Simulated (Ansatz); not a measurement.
# TiPbO3, a database entry at a rescaled volume

```
CELL_PARAMETERS angstrom
4.00071 4.00071 0.00000
0.00000 4.00071 4.00071
4.00071 0.00000 4.00071
ATOMIC_POSITIONS crystal
Pb 0.00000 0.00000 0.00000
Pb 0.50000 0.50000 0.50000
Ti 0.25000 0.25000 0.25000
Ti 0.75000 0.75000 0.75000
O 0.00000 0.50000 0.00000
O 0.50000 0.00000 0.50000
O 0.00000 0.00000 0.50000
O 0.50000 0.50000 0.00000
O 0.00000 0.50000 0.50000
O 0.50000 0.00000 0.00000
```

The numbers come from plane-wave PAW DFT (Ansatz): PBE, with U_eff = 3.4 eV on Ti d (all-electron-ortho-atomic projectors), no spin polarisation, 420 eV, 6×6×6 Γ-centred k points, fermi-dirac occupations (width 0.1 eV). Nothing was relaxed.

Stress: The pressure is -3.2 GPa (compression positive), so with the atoms held at these fractions the cell would first shrink.
Electronic structure: The gap is 2.08 eV, indirect (the least direct gap found is 2.09 eV).
Band edges: Within 0.7 eV of the edges, the states project mainly on O p (90 %) below the gap and on Ti d (90 %) above it.
Forces: The forces vanish by the symmetry of the sites.

Origin: a database entry at a rescaled volume. Caveats: no spin-orbit coupling, which can shift this gap by tenths of an eV.
